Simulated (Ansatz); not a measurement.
# Mo: strain energy, fitted

Mo, Im-3m, a = 3.129 Å. Ansatz: PBEsol, PAW, 420 eV, Γ-centred 16×16×16 mesh on 2 atoms, Gaussian smearing 0.10 eV; no spin polarisation. Series: biaxial strain in the a-b plane, c and atoms relaxed; x is the strain in per cent. y is the free energy over the unstrained cell, V0 = 15.322 Å³/atom.

| x (%) | y (meV/atom) |
| --- | --- |
| -6.0 | ? |
| -4.0 | 89.95 |
| -2.0 | 22.36 |
| 0.0 | 0.00 |
| 2.0 | 19.94 |
| 4.0 | 75.88 |
| 6.0 | 161.71 |

Q: Fit y = c2 x² + c3 x³ to the other rows, turn c2 into a modulus, and predict the missing energy.

A: Least squares on the rows shown. y = 5.1796 x² − 0.11400 x³. In eV per unit strain² c2 is 51.80; M is the biaxial modulus (E = M V0 ε²): 51.80 × 160.2 / (15.322) = 542 GPa. At x = -6.0 the fit asked for gives 211.09 meV/atom. The run gave 203.27 meV/atom, so the fit is 7.82 meV/atom too high, 3.8 % of the span of the series, against an rms of 0.38 meV/atom on the fitted rows. The row lies outside the fitted range. With a term in x⁴ added, a fit to the same known rows predicts 208.99 meV/atom, which recovers part of the miss; the known rows don't hold the rest.